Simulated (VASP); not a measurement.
# Al (Fm-3m) in VASP: further runs, part 2 of 2

VASP 6.6.1. Earlier steps stand in the parts before.

## 5. Single point, LDA (grid = ENCUT=600 dk=0.35 cell=3x3x2 ISMEAR=1 SIGMA=0.1 LREAL=Auto EDIFF=1e-06)

File INCAR:

```
PREC = Accurate
ENCUT = 600
EDIFF = 1E-6
ISMEAR = 1
SIGMA = 0.1
LREAL = Auto
LASPH = T
NELM = 120
ALGO = Fast
ISIF = 2
LWAVE = F
LCHARG = F
NBANDS = 49
```

File KPOINTS:

```
Automatic mesh
0
Gamma
  3 3 4
```

File POSCAR:

```
Al17Cu
1.0
    0.0000000000      6.0744150000      6.0744150000
    6.0744150000      0.0000000000      6.0744150000
    4.0496100000      4.0496100000      0.0000000000
Cu Al
1 17
Direct
    0.0000000000      0.0000000000      0.0000000000
    0.0000000000      0.0000000000      0.5000000000
    0.0000000000      0.3333333333      0.0000000000
    0.0000000000      0.3333333333      0.5000000000
    0.0000000000      0.6666666667      0.0000000000
    0.0000000000      0.6666666667      0.5000000000
    0.3333333333      0.0000000000      0.0000000000
    0.3333333333      0.0000000000      0.5000000000
    0.3333333333      0.3333333333      0.0000000000
    0.3333333333      0.3333333333      0.5000000000
    0.3333333333      0.6666666667      0.0000000000
    0.3333333333      0.6666666667      0.5000000000
    0.6666666667      0.0000000000      0.0000000000
    0.6666666667      0.0000000000      0.5000000000
    0.6666666667      0.3333333333      0.0000000000
    0.6666666667      0.3333333333      0.5000000000
    0.6666666667      0.6666666667      0.0000000000
    0.6666666667      0.6666666667      0.5000000000
```

Potentials or basis: VASP PAW LDA potentials, release 64 (Cu, Al).

Command:

```sh
$ cat potpaw_LDA.64/Cu/POTCAR potpaw_LDA.64/Al/POTCAR > POTCAR
$ mpirun -np 1 vasp_std > vasp.out
```

OUTCAR:

```text
PREC = Accurate
   ENCUT = 600
   EDIFF = 1E-6
   ISMEAR = 1
   LREAL = Auto
   LASPH = T
   NELM = 120
   ISIF = 2

 Found     14 irreducible k-points:

 Following reciprocal coordinates:
            Coordinates               Weight
  0.000000  0.000000  0.000000      1.000000
  0.333333  0.000000  0.000000      4.000000
  0.333333  0.333333  0.000000      2.000000
 -0.333333  0.333333  0.000000      2.000000
  0.000000  0.000000  0.250000      2.000000
  0.333333  0.000000  0.250000      4.000000
   k-points           NKPTS =     14   k-points in BZ     NKDIM =     14   number of bands    NBANDS=     49
   number of dos      NEDOS =    301   number of ions     NIONS =     18
   total plane-waves  NPLWV = 235200
   dimension x,y,z NGX =    70 NGY =   70 NGZ =   48
   dimension x,y,z NGXF=   140 NGYF=  140 NGZF=   96
   ions per type =               1  17
   NGX,Y,Z   is equivalent  to a cutoff of  13.55, 13.55, 13.93 a.u.
   NGXF,Y,Z  is equivalent  to a cutoff of  27.09, 27.09, 27.87 a.u.
 SYSTEM =  unknown system
   PREC   = accura    normal or accurate (medium, high low for compatibility)
   ISTART =      0    job   : 0-new  1-cont  2-samecut
[... 67 lines left out ...]
      1      -3.3744      2.00000
      2      -0.5205      2.00000
      3      -0.4649      2.00000
      4      -0.3880      2.00000
      5      -0.2634      2.00000
      6       0.5833      2.00000
[... 265 lines left out ...]
     42      10.4665      0.00000
     43      10.5030      0.00000

 [... further k-points ...]

 [bands above 43 left out]

------------------------ aborting loop because EDIFF is reached ----------------------------------------

  FORCE on cell =-STRESS in cart. coord.  units (eV):
  Direction    XX          YY          ZZ          XY          YZ          ZX
  --------------------------------------------------------------------------------------
  -------------------------------------------------------------------------------------
  Total       -7.5099630     -7.5099630    -15.2140157      2.1516776     -0.4723107     -0.4723107
  in kB      -40.2620854    -40.2620854    -81.5647159     11.5354796     -2.5321317     -2.5321315
  external PRESSURE =     -54.0296289 kB  Pullay stress =       0.0000000 kB

 VOLUME and BASIS-vectors are now :
 -----------------------------------------------------------------------------
  energy-cutoff  :      600.00
  volume of cell :      298.85
      direct lattice vectors                 reciprocal lattice vectors
     0.000000000  6.074415000  6.074415000    -0.082312453  0.082312453  0.082312453
     6.074415000  0.000000000  6.074415000     0.082312453 -0.082312453  0.082312453
     4.049610000  4.049610000  0.000000000     0.123468680  0.123468680 -0.123468680

 POSITION                                       TOTAL-FORCE (eV/Angst)
 -----------------------------------------------------------------------------------
      0.00000      0.00000      0.00000        -0.000000     -0.000000     -0.000000
      2.02481      2.02481      0.00000        -0.000000     -0.000000     -0.000000
      2.02480      0.00000      2.02480        -0.175760      0.006224     -0.184805
      4.04961      2.02481      2.02480         0.024586      0.183287     -0.176429
      4.04961      0.00000      4.04961         0.175760     -0.006224      0.184805
      6.07442      2.02481      4.04961        -0.024586     -0.183287      0.176429
[... 10 lines left out ...]
      4.04961      4.04961      8.09922         0.013675      0.013675      0.062752
      6.07442      6.07442      8.09922         0.008666      0.008666      0.006244
 -----------------------------------------------------------------------------------
    total drift:                               -0.000000      0.000000      0.000000

  FREE ENERGIE OF THE ION-ELECTRON SYSTEM (eV)
  ---------------------------------------------------
  free  energy   TOTEN  =       -75.3874062584 eV

  energy  without entropy=      -75.3807249723  energy(sigma->0) =      -75.38517916
```

OSZICAR:

```text
N       E                     dE             d eps       ncg     rms          rms(c)
DAV:   1     0.209626202976E+03    0.20963E+03   -0.23387E+04  1372   0.121E+03
DAV:   2    -0.554805031405E+02   -0.26511E+03   -0.24144E+03  1401   0.221E+02
DAV:   3    -0.783436077302E+02   -0.22863E+02   -0.20503E+02  1824   0.629E+01
DAV:   4    -0.793935012615E+02   -0.10499E+01   -0.10251E+01  1752   0.110E+01
DAV:   5    -0.794303957142E+02   -0.36894E-01   -0.36834E-01  1856   0.248E+00    0.284E+01
RMM:   6    -0.103967729855E+03   -0.24537E+02   -0.24429E+02  1998   0.930E+01    0.272E+01
RMM:   7    -0.793481795695E+02    0.24620E+02   -0.87245E+01  1453   0.562E+01    0.131E+01
RMM:   8    -0.748357628090E+02    0.45124E+01   -0.28637E+01  1433   0.400E+01    0.201E+00
RMM:   9    -0.757061454043E+02   -0.87038E+00   -0.30631E+00  1699   0.989E+00    0.529E+00
RMM:  10    -0.753688162745E+02    0.33733E+00   -0.30583E+00  1748   0.992E+00    0.665E-01
RMM:  11    -0.753894268221E+02   -0.20611E-01   -0.27467E-01  1702   0.198E+00    0.730E-01
RMM:  12    -0.753925373322E+02   -0.31105E-02   -0.33448E-02  1755   0.913E-01    0.538E-01
RMM:  13    -0.753874097515E+02    0.51276E-02   -0.18513E-02  1867   0.486E-01    0.124E-01
RMM:  14    -0.753873527550E+02    0.56997E-04   -0.49283E-03  1967   0.228E-01    0.491E-02
RMM:  15    -0.753875076707E+02   -0.15492E-03   -0.10680E-03  1957   0.100E-01    0.735E-02
RMM:  16    -0.753874037506E+02    0.10392E-03   -0.21341E-04  1715   0.581E-02    0.204E-02
RMM:  17    -0.753874055616E+02   -0.18110E-05   -0.48255E-05  1721   0.304E-02    0.108E-02
RMM:  18    -0.753874062584E+02   -0.69681E-06   -0.65386E-06  1474   0.129E-02
   1 F= -.75387406E+02 E0= -.75385179E+02  d E =-.668129E-02
```

stdout:

```text
POSCAR found type information on POSCAR CuAl
 POSCAR found :  2 types and      18 ions
 scaLAPACK will be used
 LDA part: xc-table for (Slater(with rela. corr.)+CA(PZ))
 , standard interpolation
 POSCAR, INCAR and KPOINTS ok, starting setup
 FFT: planning ... GRIDC
 FFT: planning ... GRID_SOFT
 FFT: planning ... GRID
 WAVECAR not read
 entering main loop
```

It took 3.7 min on 1 thread of Intel Xeon 6975P-C (Granite Rapids), shared host; peak memory 0.46 GiB.

These settings aren't checked as converged: the numbers below hold their error.

What came out:

| Item | Value |
| --- | --- |
| Free energy | -75.3874 eV |
| Pressure | -5.4 GPa |
| Largest force | 0.337 eV/Å |
| Band gap on the k mesh | none (metal or under the smearing width) |

## 6. The reference run

An earlier run on the cell as given: functional PBE; potentials or basis VASP PAW PBE potentials, release 64 (Al); cutoff 520 eV; k mesh 11 × 11 × 11; occupations fermi-dirac, width 0.05 eV; no spin polarisation.

- Pressure: -0.5 GPa
- Band gap on the k mesh: none (metal or under the smearing width)
